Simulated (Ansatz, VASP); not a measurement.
This is a calculation of As for Ansatz 0.2.0.

File input.yaml:

```yaml
crystal:
  lattice:
    - [2.7036817444, 0.0, 0.0]
    - [0.0, 2.7036817444, 0.0]
    - [0.0, 0.0, 2.7036817444]
  atoms:
    - { symbol: As, position: [0.5, 0.5, 0.5] }
hamiltonian:
  xc: pbe
  pseudopotentials: { kind: paw }
kpoints:
  mp_grid: { grid: [10, 10, 10] }
scf:
  occupations: { method: gaussian, width: 0.026 }
output:
  forces: true
  stress: true
  eigenvalues: true
```

Potentials or basis: Ansatz PAW.

Command:

```sh
$ ansatz run input.yaml --threads 2 --pin off --max-ram 5632MiB --backend cpu --events-out ev --progress --plain --runs-dir out
```

Task: Translate it to VASP 6.6.1. Potentials there: VASP PAW PBE potentials, release 64 (As).

Result: As run (the cutoff follows the program's own potentials):

Contents of INCAR:

```
SYSTEM = As
PREC = Accurate ; ENCUT = 520
EDIFF = 1E-6 ; ISMEAR = 0
SIGMA = 0.026000000000000002 ; LREAL = .False.
LASPH = .True. ; NELM = 60
ALGO = Normal ; ISIF = 2
LWAVE = .False. ; LCHARG = .True.
GGA = PE ; LELF = .True.
LVHAR = .True. ; NBANDS = 8
```

KPOINTS

```
regular mesh
0
Gamma
  10 10 10
  0 0 0
```

Contents of POSCAR:

```
As
1.0
    2.7036817444      0.0000000000      0.0000000000
    0.0000000000      2.7036817444      0.0000000000
    0.0000000000      0.0000000000      2.7036817444
As
1
Direct
    0.5000000000      0.5000000000      0.5000000000
```

Potentials or basis: VASP PAW PBE potentials, release 64 (As).

The run is started by

```sh
$ cat potpaw_PBE.64/As/POTCAR > POTCAR
$ mpirun -np 1 vasp_std > vasp.out
```

Both were run:

|  | VASP | Ansatz | Ansatz less VASP |
| --- | --- | --- | --- |
| gap on the k mesh at the Fermi level (eV) | none | none | - |
| pressure (GPa) | 2.5 | 2.3 | -0.20 |

A gap of «none» marks a metal or a gap that the smearing closes. The functional is the same, so the differences come from potentials, cutoffs and numerics. The two sets of potentials don't hold the same shells in valence.
